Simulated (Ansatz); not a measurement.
# Si3N4: relaxing cell and atoms and relaxing the atoms, part 2 of 2

The task, for Si3N4: 4 runs in a chain (relaxing cell and atoms and relaxing the atoms).

Ansatz 0.2.0; DFT PBEsol, scalar-relativistic, plane waves, PAW. Earlier steps stand in the parts before.

## Step 3: Relaxing the atoms

Input file input.yaml:

```yaml
crystal:
  lattice:
    - [7.8607, 0.0, 0.0]
    - [-3.93035, 6.8075659, 0.0]
    - [0.0, 0.0, 2.9139]
  atoms:
    - { symbol: Si, position: [0.768477, 0.174557, 0.25] }
    - { symbol: Si, position: [0.59392, 0.768477, 0.75] }
    - { symbol: Si, position: [0.825443, 0.59392, 0.25] }
    - { symbol: Si, position: [0.231523, 0.825443, 0.75] }
    - { symbol: Si, position: [0.40608, 0.231523, 0.25] }
    - { symbol: Si, position: [0.174557, 0.40608, 0.75] }
    - { symbol: "N", position: [0.0305, 0.33024, 0.25] }
    - { symbol: "N", position: [0.70026, 0.0305, 0.75] }
    - { symbol: "N", position: [0.66976, 0.70026, 0.25] }
    - { symbol: "N", position: [0.9695, 0.66976, 0.75] }
    - { symbol: "N", position: [0.29974, 0.9695, 0.25] }
    - { symbol: "N", position: [0.33024, 0.29974, 0.75] }
    - { symbol: "N", position: [0.6666666667, 0.3333333333, 0.25] }
    - { symbol: "N", position: [0.3333333333, 0.6666666667, 0.75] }
scf:
  occupations: { method: fixed }
output:
  forces: true
  stress: true
  eigenvalues: true
kpoints:
  mp_grid: { grid: [3, 3, 7] }
hamiltonian:
  xc: pbesol
relax:
  f_tol: 0.002
  max_steps: 60
```

Command:

```
$ ansatz run input.yaml --threads 4 --pin off --max-ram 16384MiB --backend cpu --events-out ev --progress --plain --runs-dir out
```

The log of the run, cut to the lines that bear on the results:

```text
Warning: output.stress: scf.convergence.dr2_threshold = 4e-9 eV (the default of a walk held to its f_tol) is looser than the 1.4e-9 eV advised for a printed stress (1e-10 eV for each atom of the cell: 14). What an SCF threshold leaves in a stress goes as its square root, and in the free [...]
Warning: RAYON_NUM_THREADS=4 ignored (pool sized by the plan → 4); use --threads N
[...]
Pseudopotentials: kind: paw
Pseudopotential: Si, paw, valence charge 4, recommended cutoff 420 eV (normal), Si.paw.azcp
Pseudopotential: N, paw, valence charge 5, recommended cutoff 420 eV (normal), N.paw.azcp
Functional definition: PBEsol
[...]
Crystal: 14 atoms, lattice volume = 155.929 Å³
Basis set: ecut = 420 eV, 3003 PW (Γ), exchange–correlation on 108×108×40 points (8 copies of the dense FFT grid, shifted against one another)
Bands: 46, of which v1, the nominal top of the filled ones, is band 32 counted from 1 (31 counted from 0)
Symmetry: 12 space group operations
Space group: P63/m (ITA 176), of the structure as read, at distance tolerance 5.4e-5 Å
k-points: 12 of 63
[...]
--- Relaxed structure (6 steps of the walk, 6 accepted, 0 SCFs on fresh bases) ---
  F+E_penalty+E_count = -6773.29942718 eV   max|allowed force component| = 1.313e-3 eV/Å
  atoms:
    - { symbol: Si, position: [0.7707843232650524, 0.1779584008482799, 0.25] }
    - { symbol: Si, position: [0.5928259224167726, 0.7707843232650523, 0.75] }
    - { symbol: Si, position: [0.8220415991517203, 0.5928259224167723, 0.25] }
    - { symbol: Si, position: [0.22921567673494755, 0.8220415991517201, 0.75] }
    - { symbol: Si, position: [0.40717407758322754, 0.22921567673494764, 0.25] }
    - { symbol: Si, position: [0.17795840084827988, 0.4071740775832275, 0.75] }
    - { symbol: N, position: [0.03161898801442625, 0.3308650083973821, 0.25] }
    - { symbol: N, position: [0.7007539796170442, 0.03161898801442623, 0.75] }
    - { symbol: N, position: [0.669134991602618, 0.7007539796170443, 0.25] }
    - { symbol: N, position: [0.9683810119855738, 0.6691349916026178, 0.75] }
    - { symbol: N, position: [0.2992460203829558, 0.9683810119855738, 0.25] }
    - { symbol: N, position: [0.3308650083973821, 0.2992460203829558, 0.75] }
    - { symbol: N, position: [0.6666666666666667, 0.3333333333333333, 0.25] }
    - { symbol: N, position: [0.3333333333333333, 0.6666666666666667, 0.75] }
```

It took 8.2 s on 4 threads of AMD EPYC 7R13 (Zen 3), shared host; peak memory 0.59 GiB.

Step by step:

| step | E - E(step 1) (eV/cell) | largest force component (eV/Å) |
| --- | --- | --- |
| 1 | 0.0000 | 0.4886 |
| 2 | -0.0159 | 0.2791 |
| 3 | -0.0242 | 0.0470 |
| 4 | -0.0244 | 0.0261 |
| 5 | -0.0246 | 0.0047 |
| 6 | -0.0246 | 0.0013 |

Step 1 is the start.

## Step 4: Relaxing the atoms

input.yaml, as its differences from that of step 3:

```diff
@@ -2,5 +2,5 @@
   lattice:
-    - [7.8607, 0.0, 0.0]
-    - [-3.93035, 6.8075659, 0.0]
-    - [0.0, 0.0, 2.9139]
+    - [7.7753, 0.0, 0.0]
+    - [-3.88765, 6.7336073, 0.0]
+    - [0.0, 0.0, 2.8993]
   atoms:
```

Command:

```
$ ansatz run input.yaml --threads 4 --pin off --max-ram 16384MiB --backend cpu --events-out ev --progress --plain --runs-dir out
```

The log of the run, cut to the lines that bear on the results:

```text
Warning: output.stress: scf.convergence.dr2_threshold = 4e-9 eV (the default of a walk held to its f_tol) is looser than the 1.4e-9 eV advised for a printed stress (1e-10 eV for each atom of the cell: 14). What an SCF threshold leaves in a stress goes as its square root, and in the free [...]
Warning: RAYON_NUM_THREADS=4 ignored (pool sized by the plan → 4); use --threads N
[...]
Pseudopotentials: kind: paw
Pseudopotential: Si, paw, valence charge 4, recommended cutoff 420 eV (normal), Si.paw.azcp
Pseudopotential: N, paw, valence charge 5, recommended cutoff 420 eV (normal), N.paw.azcp
Functional definition: PBEsol
[...]
Crystal: 14 atoms, lattice volume = 151.795 Å³
Basis set: ecut = 420 eV, 2955 PW (Γ), exchange–correlation on 108×108×40 points (8 copies of the dense FFT grid, shifted against one another)
Bands: 46, of which v1, the nominal top of the filled ones, is band 32 counted from 1 (31 counted from 0)
Symmetry: 12 space group operations
Space group: P63/m (ITA 176), of the structure as read, at distance tolerance 5.3e-5 Å
k-points: 12 of 63
[...]
  atoms:
    - { symbol: Si, position: [0.7695218275356541, 0.1766215410180206, 0.24999999999999997] }
    - { symbol: Si, position: [0.5929002865176337, 0.7695218275356543, 0.75] }
    - { symbol: Si, position: [0.8233784589819793, 0.5929002865176337, 0.24999999999999997] }
    - { symbol: Si, position: [0.23047817246434554, 0.8233784589819793, 0.75] }
    - { symbol: Si, position: [0.4070997134823663, 0.23047817246434557, 0.24999999999999997] }
    - { symbol: Si, position: [0.1766215410180206, 0.4070997134823661, 0.75] }
    - { symbol: N, position: [0.030454932584897065, 0.33054213617474126, 0.24999999999999997] }
    - { symbol: N, position: [0.6999127964101555, 0.030454932584897114, 0.75] }
    - { symbol: N, position: [0.6694578638252586, 0.6999127964101557, 0.24999999999999997] }
    - { symbol: N, position: [0.9695450674151029, 0.6694578638252585, 0.75] }
    - { symbol: N, position: [0.3000872035898442, 0.9695450674151026, 0.24999999999999997] }
    - { symbol: N, position: [0.3305421361747414, 0.3000872035898443, 0.75] }
    - { symbol: N, position: [0.6666666666666667, 0.33333333333333326, 0.24999999999999997] }
    - { symbol: N, position: [0.33333333333333326, 0.6666666666666666, 0.75] }
```

Wall time 7.5 s (4 threads of AMD EPYC 7R13 (Zen 3), shared host); peak memory 0.58 GiB.

Relaxation path:

| step | energy from step 1 (eV/cell) | largest force component (eV/Å) |
| --- | --- | --- |
| 1 | 0.0000 | 0.4399 |
| 2 | -0.0109 | 0.2581 |
| 3 | -0.0176 | 0.0319 |
| 4 | -0.0177 | 0.0178 |
| 5 | -0.0178 | 0.0006 |
| 6 | -0.0178 | 0.0006 |

Step 1 is the start.

## Step 5: Relaxing the atoms

input.yaml, as its differences from that of step 4:

```diff
@@ -2,5 +2,5 @@
   lattice:
-    - [7.7753, 0.0, 0.0]
-    - [-3.88765, 6.7336073, 0.0]
-    - [0.0, 0.0, 2.8993]
+    - [7.608, 0.0, 0.0]
+    - [-3.804, 6.5887213, 0.0]
+    - [0.0, 0.0, 2.911]
   atoms:
@@ -26,2 +26,6 @@
   eigenvalues: true
+  write_density: true
+  write_potential: true
+  elf: true
+  volumetric_format: npy
 kpoints:
```

Command:

```
$ ansatz run input.yaml --threads 4 --pin off --max-ram 16384MiB --backend cpu --events-out ev --progress --plain --runs-dir out
```

The log of the run, cut to the lines that bear on the results:

```text
Warning: output.stress: scf.convergence.dr2_threshold = 4e-9 eV (the default of a walk held to its f_tol) is looser than the 1.4e-9 eV advised for a printed stress (1e-10 eV for each atom of the cell: 14). What an SCF threshold leaves in a stress goes as its square root, and in the free [...]
Warning: RAYON_NUM_THREADS=4 ignored (pool sized by the plan → 4); use --threads N
[...]
Pseudopotentials: kind: paw
Pseudopotential: Si, paw, valence charge 4, recommended cutoff 420 eV (normal), Si.paw.azcp
Pseudopotential: N, paw, valence charge 5, recommended cutoff 420 eV (normal), N.paw.azcp
Functional definition: PBEsol
[...]
Crystal: 14 atoms, lattice volume = 145.920 Å³
Basis set: ecut = 420 eV, 2859 PW (Γ), exchange–correlation on 108×108×40 points (8 copies of the dense FFT grid, shifted against one another)
Bands: 46, of which v1, the nominal top of the filled ones, is band 32 counted from 1 (31 counted from 0)
Symmetry: 12 space group operations
Space group: P63/m (ITA 176), of the structure as read, at distance tolerance 5.3e-5 Å
k-points: 12 of 63
[...]
  F+E_penalty+E_count = -6773.80020253 eV   max|allowed force component| = 1.017e-4 eV/Å
  atoms:
    - { symbol: Si, position: [0.7673082161729535, 0.17360497805094272, 0.25] }
    - { symbol: Si, position: [0.5937032381220111, 0.7673082161729537, 0.7500000000000001] }
    - { symbol: Si, position: [0.8263950219490573, 0.5937032381220111, 0.25] }
    - { symbol: Si, position: [0.23269178382704644, 0.8263950219490576, 0.7500000000000001] }
    - { symbol: Si, position: [0.4062967618779891, 0.23269178382704636, 0.25] }
    - { symbol: Si, position: [0.1736049780509427, 0.4062967618779891, 0.7500000000000001] }
    - { symbol: N, position: [0.029501696165913083, 0.32992885822381385, 0.25] }
    - { symbol: N, position: [0.6995728379420991, 0.02950169616591301, 0.7500000000000001] }
    - { symbol: N, position: [0.6700711417761862, 0.6995728379420992, 0.25] }
    - { symbol: N, position: [0.9704983038340873, 0.6700711417761864, 0.7500000000000001] }
    - { symbol: N, position: [0.3004271620579008, 0.9704983038340871, 0.25] }
    - { symbol: N, position: [0.3299288582238138, 0.3004271620579009, 0.7500000000000001] }
    - { symbol: N, position: [0.6666666666666667, 0.33333333333333337, 0.25] }
    - { symbol: N, position: [0.3333333333333334, 0.666666666666667, 0.7500000000000001] }
```

Run time: 7.5 s. Hardware: 4 threads of AMD EPYC 7R13 (Zen 3), shared host; peak memory 0.57 GiB.

Step by step:

| step | E - E(step 1) (eV/cell) | largest force component (eV/Å) |
| --- | --- | --- |
| 1 | 0.0000 | 0.0494 |
| 2 | -0.0009 | 0.0311 |
| 3 | -0.0011 | 0.0078 |
| 4 | -0.0011 | 0.0029 |
| 5 | -0.0011 | 0.0001 |

Step 1 is the start.

Density in a lattice plane of the grid's cell (edges 7.61 and 7.61 Å, at 0.250 of the third edge), which holds Si and N.

Ten even steps from ' ' (0.01 e/Å³) to '@' (3.65 e/Å³):
```
        ..--%%@@%%--..                          
        ..--**++--..                            
        ..::::..                                
                              ..::--::..        
                            ..==##%%++::..      
                          ..--%%@@@@++::..      
                          ..==%%%%++::..        
                          ..::----::..          
                              ......            
                                  ........      
  ..::....                      ..----::        
--****--..                  ..--**##==::      ..
%%@@%%--..                ..--##@@@@==..    ..==
@@@@++..                ..::++@@@@**--..  ..--##
++--..                  ..::==++==--..    ::--++
..                      ............      ......
                ......                          
              ..::::..                          
            ..==**==::                          
          ..++@@@@**::                          
```
Columns run along the first of these edges and rows up along the second, over one cell in 24 and 20 even steps from the bottom left corner. Atoms in the plane (fractional): Si at (0.77, 0.17), Si at (0.83, 0.59), Si at (0.41, 0.23), N at (0.03, 0.33), N at (0.67, 0.70), N at (0.30, 0.97), N at (0.67, 0.33).

ELF in the same plane.

Ten even steps from ' ' (0.00) to '@' (0.89):
```
    ..++%%@@++..**@@##--                        
    ..++%%%%####%%##--              ..::::::    
      --**%%%%##==..          ..--**####**--..  
      ..--==--::          ..--**%%%%@@%%##--..  
..      ....              --##%%****%%@@##--::..
::..                    ..**%%++  ==@@@@++..::::
::..                    --%%%%****@@@@**......::
..                    ..++%%@@@@@@@@**::--..::::
                      ..==**##**++--..::....::..
..--++==::..            ........--**####==::..  
**%%%%##**--..              ..==##@@@@@@++..  ::
@@%%##%%##--..    ........--**####%%%%##--..--##
++..++%%**::    ..::::..--%%@@**..==%%##----##@@
--==%%%%--    ..::::....**@@@@==--%%@@**--##@@%%
%%@@%%==    ..::::..--::##@@%%%%@@@@##::--@@@@@@
%%##==      ::........::++****##%%++::::--%%@@@@
++--      ..::--==**++--::::--==::..::..::++****
..        ::++%%@@@@%%++..  ............::::....
        --**@@@@@@@@@@**::  ..::::::::::..      
      --##@@%%==--%%@@**..  ....::....          
```
Columns run along the first of these edges and rows up along the second, over one cell in 24 and 20 even steps from the bottom left corner. Atoms in the plane (fractional): Si at (0.77, 0.17), Si at (0.83, 0.59), Si at (0.41, 0.23), N at (0.03, 0.33), N at (0.67, 0.70), N at (0.30, 0.97), N at (0.67, 0.33).

Both are smooth fields of the valence electrons: close to the nuclei they are not physical.

The highest ELF values outside the cores: 0.90 on the N–Si line, 0.8 Å from N; 0.84 beside N, off the lines to its neighbours, 0.7 Å from N; 0.83 in the shell around N, 0.6 Å from N.

## Step 6: The runs side by side

What follows sums up all 2 parts.

```
step  volume (Å³/atom)  pressure (GPa)  energy above the lowest (meV/atom)  gap on the mesh (eV)   time
   2             10.47             0.0                                 0.0                  4.19   14 s
   3             11.14           -13.1                                35.9                  4.05  8.2 s
   4             10.84            -7.8                                14.0                  4.22  7.5 s
   5             10.42             1.0                                 0.1                  4.17  7.5 s
```

| quantity | value |
| --- | --- |
| relaxed cell, step 2 | a = 7.625 Å, b = 7.625 Å, c = 2.910 Å, α = 90.00°, β = 90.00°, γ = 120.00° |

What this shows: The values hold for the settings typed; their convergence was not tested in this session.

These are semilocal Kohn-Sham gaps, which aren't the measured quantity. Such gaps usually fall short of the measured ones.
